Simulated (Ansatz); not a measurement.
# GaAs: a single-point run

The task is a single-point run on GaAs. The structure is shown as the input types it. The cell is built on a prototype (CsCl type) and needn't be the phase found in nature.

Method: density functional or hybrid calculation with the settings of its input, plane waves (as first typed), in Ansatz 0.2.0.

9 further runs of the same task are left out: 6 for a known fault of the program, 3 that didn't finish.

## 1. The system as given

The structure is cubic, space group Pm-3m (No. 221). The conventional cell has a = 3.329 Å, b = 3.329 Å, c = 3.329 Å, α = 90.00°, β = 90.00°, γ = 90.00°. Ga (site symmetry m-3m) is surrounded by 8 As at 2.88 Å. As (site symmetry m-3m) is surrounded by 8 Ga at 2.88 Å.

As a file:

```
CELL_PARAMETERS angstrom
3.32867 0.00000 0.00000
0.00000 3.32867 0.00000
0.00000 0.00000 3.32867
ATOMIC_POSITIONS crystal
Ga 0.00000 0.00000 0.00000
As 0.50000 0.50000 0.50000
```

## 2. Input and run

input.yaml

```yaml
crystal:
  lattice:
    - [3.3286687154, 0.0, 0.0]
    - [0.0, 3.3286687154, 0.0]
    - [0.0, 0.0, 3.3286687154]
  atoms:
    - { symbol: Ga, position: [0.0, 0.0, 0.0] }
    - { symbol: As, position: [0.5, 0.5, 0.5] }
kpoints:
  mp_grid: { grid: [6, 6, 6] }
hamiltonian:
  xc: hse6
scf:
  occupations: { method: fermi_dirac, width: 0.02 }
  n_extra_bands: 4
output:
  forces: true
  stress: true
  eigenvalues: true
```

Command:

```
> ansatz run input.yaml --threads 4 --pin off --max-ram 3686MiB --backend cpu --events-out ev --progress --plain --runs-dir out
```

Q: Will this input give a usable result? If not, why, and what should change?

The run ended at the input check. Its message: «line 12 column 7: hamiltonian.xc: unknown variant `hse6`, expected one of `lda`, `lda-pw`, `pw92`, `pbe`, `pbesol`, `rpbe`, `revpbe`, `blyp`, ...»

The suspect setting: hamiltonian.xc is hse6. The functional or method isn't one that the program knows by that name.

The cure: set hamiltonian.xc to r2scan. Any name on the list would pass the check; a listed functional of a like name need not be the same functional.
